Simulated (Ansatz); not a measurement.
**Ligand exchange: C3H7Br + C4H11NSi → C3H9N + C4H9BrSi**

Species: C3H7Br (1-bromopropane) `CCCBr`, singlet; C4H11NSi `C=C[SiH](N)CC`, singlet; C3H9N (propylamine) `CCCN`, singlet; C4H9BrSi `C=C[SiH](Br)CC`, singlet. The partners trade Br for NH2: C–Br and Si–NH2 bonds give way to C–NH2 and Si–Br.

Shapes, held fixed at every level: PBE0-D4/def2-TZVP. Flexible molecules stand in one conformer, not always the lowest. Programs: Ansatz 0.2.0. Electronic energies: no zero-point or thermal term.

```
               level                    kind  ΔE (kJ/mol)
   PBE-D4/def2-TZVPP                     GGA        -29.2
r2SCAN-D4/def2-TZVPP                meta-GGA        -26.7
 B3LYP-D4/def2-TZVPP           global hybrid        -23.9
  PBE0-D4/def2-TZVPP           global hybrid        -31.1
  wB97X-V/def2-TZVPP  range-separated hybrid        -27.9
   B2PLYP/def2-TZVPP           double hybrid        -23.0
      MP2/def2-TZVPP     perturbation theory        -23.7
```

MP2/def2-TZVPP gives ΔE = -23.7 kJ/mol; the levels span -31.1 to -23.0. The median of the levels is -26.7. No measured value is set beside it here. Relativity is left out for Br. Outer-core shells of Br are correlated in most correlated rows, in sets that cover them unevenly.
